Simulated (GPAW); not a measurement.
The system is Sn.

```xyz
1
Lattice="-1.7265 1.7755 2.3383 1.7265 -1.7755 2.3383 1.7265 1.7755 -2.3383" Properties=species:S:1:pos:R:3 pbc="T T T"
Sn    0.0000    0.0000    0.0000
```

This isn't the form of Sn at room conditions, which is tetragonal (white tin).

| Item | Value |
| --- | --- |
| Program | GPAW 26.7.0 |
| Task | relaxation of cell and atoms |
| Functional | PBEsol |
| Dispersion | D3 |
| Potentials or basis | PAW data sets generated in the run's folder for this functional |
| Cutoff | 600 eV |
| Basis | pw |
| k mesh | 8 × 8 × 8 |
| Occupations | fermi-dirac, width 0.05 eV |
| Spin | no spin polarisation |

At the start: pressure -4.9 GPa; volume 28.67 Å³/atom.

Problem. Where does the relaxation end?

Solution. Over 20 steps the energy falls by 54.7 meV/atom and the volume is 25.81 Å³/atom (-10.0 %); space group Immm (No. 71, to 0.05 Å).

The path:
| step | energy change (eV) | largest force (eV/Å) | pressure (GPa) | volume (Å³) |
| --- | --- | --- | --- | --- |
| 1 | 0.0000 | 0.0000 | -4.87 | 28.67 |
| 2 | -0.0276 | 0.0000 | -3.44 | 27.62 |
| 3 | -0.0501 | 0.0000 | 0.67 | 25.47 |
| 4 | -0.0514 | 0.0000 | 0.08 | 25.71 |
| 5 | -0.0534 | 0.0000 | -0.37 | 25.87 |
| 6 | -0.0546 | 0.0000 | -0.34 | 25.84 |
| 7 | -0.0549 | 0.0000 | -0.11 | 25.73 |
| 8 | -0.0552 | 0.0000 | 0.20 | 25.59 |
| 9 | -0.0556 | 0.0000 | 0.46 | 25.49 |
| 10 | 0.0434 | 0.0000 | 9.33 | 22.52 |
| 11 | -0.0599 | 0.0000 | 1.74 | 24.88 |
| 12 | -0.0537 | 0.0000 | -0.63 | 26.08 |
| 13 | -0.0535 | 0.0000 | -0.82 | 26.18 |
| 14 | -0.0513 | 0.0000 | -0.11 | 25.85 |
| 15 | -0.0538 | 0.0000 | -0.35 | 25.94 |
| 16 | -0.0542 | 0.0000 | -0.39 | 25.97 |
| 17 | -0.0535 | 0.0000 | -0.47 | 26.03 |
| 18 | -0.0545 | 0.0000 | -0.32 | 25.94 |
| 19 | -0.0546 | 0.0000 | -0.25 | 25.91 |
| 20 | -0.0547 | 0.0000 | 0.00 | 25.81 |

Final structure:
```
CELL_PARAMETERS angstrom
-1.62407 1.75269 2.26689
1.62407 -1.75269 2.26689
1.62407 1.75269 -2.26689
ATOMIC_POSITIONS crystal
Sn 0.00000 0.00000 0.00000
```

Caveat: later steps reuse the first step's grids; pairwise dispersion overbinds metals, which lowers pressure and volume.
